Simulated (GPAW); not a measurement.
The system is Ce.

```xyz
1
Lattice="-1.9433 1.9433 1.9433 1.9433 -1.9433 1.9433 1.9433 1.9433 -1.9433" Properties=species:S:1:pos:R:3 pbc="T T T"
Ce    0.0000    0.0000    0.0000
```

This isn't the form of Ce at room conditions, which is fcc.

Base run:

```yaml
Program: GPAW 26.7.0
Functional: r2SCAN
Potentials_or_basis: GPAW PAW data sets (gpaw-data 1.2.1)
Cutoff: 800 eV
Basis: pw
k_mesh: 10 × 10 × 10
Occupations: fermi-dirac, width 0.05 eV
Spin: collinear spin, ferromagnetic start
Starting_moments: "[1.0] μB"
```

Its results: pressure -0.1 GPa; net moment 1.52 μB per cell; site moments Ce +0.90 μB.

The run is repeated on the same cell with these changes: functional from r2SCAN to TPSS. What comes out?

Pressure -2.8 GPa; net moment 0.75 μB per cell; site moments Ce +0.52 μB.

Caveats: one-centre terms of the f shell are cut off; the magnetic or orbital state may not be the lowest; the PAW data sets were made with another functional, which shifts forces and pressure a little.
